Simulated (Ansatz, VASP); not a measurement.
## One calculation of PbS, two programs

Contents of INCAR:

```
SYSTEM = PbS
PREC = Accurate
ENCUT = 520
EDIFF = 1E-7
ISMEAR = -1
SIGMA = 0.05
LREAL = .FALSE.
LASPH = .TRUE.
NELM = 60
ALGO = Normal
ISIF = 2
LWAVE = .FALSE.
LCHARG = .FALSE.
GGA = PE
NBANDS = 17
```

File KPOINTS:

```
Automatic mesh
0
G
  8 8 8
  0 0 0
```

Contents of POSCAR:

```
PbS
1.0
    2.1126617058      1.2197458045      3.4519162518
   -2.1126617058      1.2197458045      3.4519162518
    0.0000000000     -2.4394916091      3.4519162518
Pb S
1 1
Direct
    0.9889180000      0.9767410000      0.9842380000
    0.4903730000      0.4763620000      0.4686870000
```

Contents of input.yaml:

```yaml
crystal:
  lattice:
    - [2.1126617058, 1.2197458045, 3.4519162518]
    - [-2.1126617058, 1.2197458045, 3.4519162518]
    - [0.0, -2.4394916091, 3.4519162518]
  atoms:
    - { symbol: Pb, position: [0.988918, 0.976741, 0.984238] }
    - { symbol: S, position: [0.490373, 0.476362, 0.468687] }
hamiltonian:
  xc: pbe
  pseudopotentials: { kind: paw }
kpoints:
  mp_grid: { grid: [8, 8, 8] }
scf:
  occupations: { method: fermi_dirac, width: 0.05 }
output:
  forces: true
  stress: true
  eigenvalues: true
  write_density: true
  write_potential: true
  elf: true
  volumetric_format: npy
```

Change from the starting cell: atoms moved at random, drawn with an rms of 0.05 Å.

Alike in both runs: task single point; functional PBE; k mesh 8 × 8 × 8; occupations fermi-dirac, width 0.05 eV; no spin polarisation.

|  | VASP | Ansatz |
| --- | --- | --- |
| version | VASP 6.6.1 | Ansatz 0.2.0 |
| potentials or method | VASP PAW PBE potentials, release 64 (Pb_d, S) | Ansatz PAW |
| plane-wave cutoff (eV) | 520 | 420 |
| valence electrons in the cell | 20 | 20 |

Ansatz gave:

| Quantity | Value |
| --- | --- |
| gap on the k mesh at the Fermi level (eV) | 0.45 |
| least direct gap on the mesh (eV) | 0.45 |
| pressure (GPa) | 0.9 |
| rms of the force components (eV/Å) | 0.012 |

Task: What did VASP give for the same quantities?

Result: gap on the k mesh at the Fermi level (eV): 0.45; least direct gap on the mesh (eV): 0.45; pressure (GPa): 0.9; rms of the force components (eV/Å): 0.013.

Atom by atom the forces differ by 0.000 eV/Å (rms over components). The functional is the same, so the differences come from potentials, cutoffs and numerics.

Caveats: spin-orbit coupling is left out, which as a rule narrows the gap of such compounds by several tenths of an eV. A k mesh can miss the band edges.
